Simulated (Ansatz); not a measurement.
**Energy ranking of CdS₅ structures**

The calculation used DFT PBE, scalar-relativistic, plane waves, PAW in Ansatz 0.2.0. All cells share a 420 eV cutoff and Γ-centred k meshes spaced at most about 0.3 Å⁻¹ (about 0.25 or finer for metals, 2π included). No spin polarisation.

The zero of energy is the elements' standard structures at the same level; no fitted shifts are applied.

Temperature and zero-point effects are left out. Larger cells and other orderings weren't all tried, so the list isn't exhaustive. Weakly bound directions are ill-defined at this level, which has no dispersion term (P1 at 31.7 Å³/atom, P2_12_12, I4/m, P6/mmm at 21.8 Å³/atom), and this can change margins and order among such cells. Kohn–Sham gaps at this level usually fall short of measured ones. The reference form of S is held partly by dispersion forces, which this level lacks.

Invented guesses were relaxed alike, and ends that match in structure were merged. ΔE counts from the first row. Coordination counts S atoms around Cd (those within 1.25 times the shortest such distance or 1.15 times the sum of covalent radii, 1.27 where that leaves under three; a plus sign parts nearer from farther groups; the shortest distance is added where it exceeds 1.18 times the sum of covalent radii). The ends were matched against large subsets of the Crystallography Open Database and the Materials Project, so a missing match doesn't prove that a structure is unreported.

```csv
#,reached from,type and space group,atoms,Å³/atom,coordination,ΔE (meV/atom),gap on mesh (eV),in databases
1,"a relaxed cell, shaken at random and relaxed again",P1 (No. 1),12,31.7,Cd 4,0,0.93,no match
2,a cell proposed by chemical analogy,P2_12_12 (No. 18),12,33.0,Cd 4,12,1.24,no match
3,"a relaxed cell, shaken at random and relaxed again",P1 (No. 1),6,27.5,Cd 4,23,1.18,no match
4,a cell proposed by chemical analogy,C2 (No. 5),6,29.2,Cd 4,35,1.39,no match
5,a cell proposed by chemical analogy,I4/m (No. 87),6,24.0,Cd 4,359,0.00,no match
6,random cell,P6/mmm (No. 191),6,21.8,Cd 2,404,0.00,no match
7,random cell,P6/mmm (No. 191),6,25.0,Cd 12+12 from 4.3 Å,537,0.00,no match
8,YMg5 type (P-62m),P-62m (No. 189),6,18.7,Cd 6+6,626,0.00,no match
9,LaCo5 type (P6/mmm),P6/mmm (No. 191),6,20.5,Cd 18 from 3.7 Å,710,0.00,no match
10,TmCu5 type (F-43m),F-43m (No. 216),6,18.4,Cd 16 from 3.2 Å,1026,0.00,no match
```

The lowest: Space group P1 (No. 1), triclinic, a = 4.715 Å, b = 4.812 Å, c = 16.944 Å, α = 84.8°, β = 84.1°, γ = 90.0°. Cd on its first site has 4 S at 2.63–2.65 Å and 4 Cd at 3.37 Å; Cd on its second site has 4 S at 2.63–2.66 Å and 4 Cd at 3.37 Å; S on its first site is surrounded by 1 S at 2.00 Å and 1 S at 2.16 Å; S on its second site is surrounded by 1 S at 2.00 Å and 1 S at 2.16 Å; S on its third site is surrounded by 1 S at 2.00 Å and 1 S at 2.16 Å; 7 more sites not described. Its energy over the elements is −0.100 eV/atom. A negative formation energy is needed for stability but isn't enough: competing phases decide. An observed structure of this formula, if there is one, may be missing.

```yaml
crystal:
  lattice:
    - [4.71517, 0.00000, 0.00000]
    - [0.00033, 4.81227, 0.00000]
    - [1.73285, 1.53481, 16.78492]
  atoms:
    - { symbol: Cd, position: [0.98692, 0.08448, 0.00175] }
    - { symbol: Cd, position: [0.48792, 0.58568, 0.99878] }
    - { symbol: S, position: [0.63828, 0.13237, 0.68545] }
    - { symbol: S, position: [0.32935, 0.42331, 0.73135] }
    - { symbol: S, position: [0.18019, 0.64793, 0.63930] }
    - { symbol: S, position: [0.48948, 0.96728, 0.59337] }
    - { symbol: S, position: [0.07308, 0.99457, 0.26844] }
    - { symbol: S, position: [0.34921, 0.27957, 0.31473] }
    - { symbol: S, position: [0.13345, 0.45019, 0.40642] }
    - { symbol: S, position: [0.85734, 0.76451, 0.35989] }
    - { symbol: S, position: [0.96223, 0.56315, 0.06858] }
    - { symbol: S, position: [0.51256, 0.10697, 0.93194] }
```

The second: Space group P2_12_12 (No. 18), orthorhombic, a = 4.549 Å, b = 5.121 Å, c = 17.023 Å. Cd has 4 S at 2.58–2.71 Å; around S on a site of symmetry 1 lie 1 S at 1.97 Å and 1 S at 2.23 Å; S on a second site of symmetry 1 has 1 S at 1.97 Å and 1 S at 2.23 Å; around S on a site of symmetry 2 lie 4 Cd at 2.58–2.71 Å. Counting S atoms around Cd, the first and the second both have Cd 4. The first and the second both hold S–S chains. Cells relaxed within their symmetry can be saddle points.

```yaml
crystal:
  lattice:
    - [4.54878, 0.00000, 0.00000]
    - [0.00000, 5.12061, 0.00000]
    - [0.00000, 0.00000, 17.02330]
  atoms:
    - { symbol: Cd, position: [0.00000, 0.00000, 0.00983] }
    - { symbol: Cd, position: [0.50000, 0.50000, 0.99017] }
    - { symbol: S, position: [0.41551, 0.67725, 0.30550] }
    - { symbol: S, position: [0.58449, 0.32275, 0.30550] }
    - { symbol: S, position: [0.91571, 0.32253, 0.40172] }
    - { symbol: S, position: [0.08429, 0.67747, 0.40172] }
    - { symbol: S, position: [0.91551, 0.82275, 0.69450] }
    - { symbol: S, position: [0.08449, 0.17725, 0.69450] }
    - { symbol: S, position: [0.41571, 0.17747, 0.59828] }
    - { symbol: S, position: [0.58429, 0.82253, 0.59828] }
    - { symbol: S, position: [0.50000, 0.00000, 0.93806] }
    - { symbol: S, position: [0.00000, 0.50000, 0.06194] }
```

Some structure types and database cells were kept out of the candidates from the start, so a known form may be missing.
